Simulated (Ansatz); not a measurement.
Crystal: Cl.

```
Cl
1.0
     3.14500   -2.25000    0.00000
     3.14500    2.25000    0.00000
     0.00000    0.00000    8.21000
Cl
4
Direct
  0.37000 0.63000 0.40000
  0.13000 0.87000 0.90000
  0.63000 0.37000 0.60000
  0.87000 0.13000 0.10000
```

Base run:

```yaml
Program: Ansatz 0.2.0
Functional: revPBE
Potentials_or_basis: Ansatz PAW
Cutoff: 420 eV
Density_cutoff: 1680 eV
k_mesh: 7 × 7 × 4
Occupations: fermi-dirac, width 0.05 eV
Spin: no spin polarisation
```

Its results: band gap on the k mesh 2.56 eV, indirect (least direct gap 2.62 eV); pressure 2.0 GPa; largest force 0.093 eV/Å.

Question: The run is repeated on the same cell with these changes: functional from revPBE to r2SCAN; cutoff from 420 eV to 500 eV; density cutoff from 1680 eV to 2000 eV. What comes out?

Answer: Band gap on the k mesh 2.87 eV, indirect (least direct gap 2.92 eV); pressure -0.7 GPa; largest force 0.202 eV/Å.

r2SCAN gives the wider gap, since meta-GGAs in the generalised Kohn-Sham scheme recover part of the derivative discontinuity.

Caveats: the PAW data sets come from PBE, with cores solved anew for the run's functional, which leaves a small shift of forces and pressure; the potentials were made for another functional, which shifts forces and pressure (some runs).

Not every run made on this cell is shown here.
